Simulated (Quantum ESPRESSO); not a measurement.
Set up this calculation in Quantum ESPRESSO 7.5, as the native input.

```
Task                : band structure
Functional          : PBEsol
Potentials or basis : GBRV 1.5 PBEsol
Cutoff              : 612 eV
Density cutoff      : 4898 eV
k mesh              : 11 × 11 × 6
Occupations         : fermi-dirac, width 0.05 eV
Spin                : no spin polarisation
Mixing beta         : 0.5
Most SCF iterations : 120
SCF threshold       : 4e-10 Ry
```

Crystal: Au.

```xyz
2
Lattice="1.4113 -2.5559 0.0000 1.4113 2.5559 0.0000 0.0000 0.0000 4.8932" Properties=species:S:1:pos:R:3 pbc="T T T"
Au    1.4113    0.8451    1.2233
Au    1.4113   -0.8451    3.6699
```

This isn't the form of Au at room conditions, which is fcc.

The input as run:

pw.in

```
&CONTROL
  calculation = 'scf'
  prefix = 'pwscf'
  outdir = './tmp'
  pseudo_dir = './pseudo'
  tprnfor = .true.
  tstress = .true.
  disk_io = 'low'
/
&SYSTEM
  ibrav = 0
  celldm(1) = 8
  nat = 2
  ntyp = 1
  ecutwfc = 45
  ecutrho = 360
  nbnd = 18
  occupations = 'smearing'
  smearing = 'fd'
  degauss = 0.00367493
/
&ELECTRONS
  conv_thr = 4d-10
  electron_maxstep = 120
  mixing_beta = 0.5
/
ATOMIC_SPECIES
Au   196.9666 au_pbesol_v1.uspp.F.UPF
CELL_PARAMETERS alat
  0.3333736638506  -0.6037516762670   0.0000000000000
  0.3333736638506   0.6037516762670   0.0000000000000
  0.0000000000000   0.0000000000000   1.1558438055302
ATOMIC_POSITIONS crystal
Au     0.3346720300    0.6653279700    0.2500000000
Au     0.6653279700    0.3346720300    0.7500000000
K_POINTS automatic
11 11 6 0 0 0
```

bands.in

```
&CONTROL
  calculation = 'bands'
  prefix = 'pwscf'
  outdir = './tmp'
  pseudo_dir = './pseudo'
  disk_io = 'low'
  verbosity = 'high'
/
&SYSTEM
  ibrav = 0
  celldm(1) = 8
  nat = 2
  ntyp = 1
  ecutwfc = 45
  ecutrho = 360
  nbnd = 18
  occupations = 'smearing'
  smearing = 'fd'
  degauss = 0.00367493
/
&ELECTRONS
  conv_thr = 1d-08
  electron_maxstep = 120
  mixing_beta = 0.5
  diago_full_acc = .true.
  startingwfc = 'random'
/
ATOMIC_SPECIES
Au   196.9666 au_pbesol_v1.uspp.F.UPF
CELL_PARAMETERS alat
  0.3333736638506  -0.6037516762670   0.0000000000000
  0.3333736638506   0.6037516762670   0.0000000000000
  0.0000000000000   0.0000000000000   1.1558438055302
ATOMIC_POSITIONS crystal
Au     0.3346720300    0.6653279700    0.2500000000
Au     0.6653279700    0.3346720300    0.7500000000
K_POINTS crystal
60
 0.0000000000  0.0000000000  0.0000000000 1
 0.0466032819  0.0466032819  0.0000000000 1
 0.0932065638  0.0932065638  0.0000000000 1
 0.1398098457  0.1398098457  0.0000000000 1
 0.1864131276  0.1864131276  0.0000000000 1
 0.2330164095  0.2330164095  0.0000000000 1
 0.2796196914  0.2796196914  0.0000000000 1
 0.3262229733  0.3262229733  0.0000000000 1
 0.2174819822  0.3841486489  0.0000000000 1
 0.1087409911  0.4420743244  0.0000000000 1
 0.0000000000  0.5000000000  0.0000000000 1
 0.0000000000  0.5000000000  0.1666666667 1
 0.0000000000  0.5000000000  0.3333333333 1
 0.0000000000  0.5000000000  0.5000000000 1
 0.1087409911  0.4420743244  0.5000000000 1
 0.2174819822  0.3841486489  0.5000000000 1
 0.3262229733  0.3262229733  0.5000000000 1
 0.2854451016  0.2854451016  0.5000000000 1
 0.2446672300  0.2446672300  0.5000000000 1
 0.2038893583  0.2038893583  0.5000000000 1
 0.1631114867  0.1631114867  0.5000000000 1
 0.1223336150  0.1223336150  0.5000000000 1
 0.0815557433  0.0815557433  0.5000000000 1
 0.0407778717  0.0407778717  0.5000000000 1
 0.0000000000  0.0000000000  0.5000000000 1
 0.0000000000  0.0000000000  0.3333333333 1
 0.0000000000  0.0000000000  0.1666666667 1
 0.0000000000  0.0000000000  0.0000000000 1
-0.0714285714  0.0714285714  0.0000000000 1
-0.1428571429  0.1428571429  0.0000000000 1
-0.2142857143  0.2142857143  0.0000000000 1
-0.2857142857  0.2857142857  0.0000000000 1
-0.3571428571  0.3571428571  0.0000000000 1
-0.4285714286  0.4285714286  0.0000000000 1
-0.5000000000  0.5000000000  0.0000000000 1
-0.4565557433  0.5434442567  0.0000000000 1
-0.4131114867  0.5868885133  0.0000000000 1
-0.3696672300  0.6303327700  0.0000000000 1
-0.3262229733  0.6737770267  0.0000000000 1
-0.3262229733  0.6737770267  0.1666666667 1
-0.3262229733  0.6737770267  0.3333333333 1
-0.3262229733  0.6737770267  0.5000000000 1
-0.3609783786  0.6390216214  0.5000000000 1
-0.3957337840  0.6042662160  0.5000000000 1
-0.4304891893  0.5695108107  0.5000000000 1
-0.4652445947  0.5347554053  0.5000000000 1
-0.5000000000  0.5000000000  0.5000000000 1
-0.5000000000  0.5000000000  0.3750000000 1
-0.5000000000  0.5000000000  0.2500000000 1
-0.5000000000  0.5000000000  0.1250000000 1
-0.5000000000  0.5000000000  0.0000000000 1
 0.0000000000  0.0000000000  0.5000000000 1
-0.0625000000  0.0625000000  0.5000000000 1
-0.1250000000  0.1250000000  0.5000000000 1
-0.1875000000  0.1875000000  0.5000000000 1
-0.2500000000  0.2500000000  0.5000000000 1
-0.3125000000  0.3125000000  0.5000000000 1
-0.3750000000  0.3750000000  0.5000000000 1
-0.4375000000  0.4375000000  0.5000000000 1
-0.5000000000  0.5000000000  0.5000000000 1
```

Potentials or basis: GBRV 1.5 PBEsol.

Launch:

```bash
$ OMP_NUM_THREADS=1 mpirun -n 2 pw.x -nk 2 -in pw.in > pw.out
$ OMP_NUM_THREADS=1 mpirun -n 2 pw.x -nk 2 -in bands.in > bands.out
```

It gave:

* Pressure: -5.7 GPa
* Largest force: 0.021 eV/Å
* Band gap on the k mesh: none (metal or under the smearing width)

Caveat: spin-orbit coupling is left out, which moves the levels of the heavy elements.

It took 50 s on 2 MPI ranks on Arm Neoverse V1, with other jobs on the host, peak memory 0.32 GiB a rank.
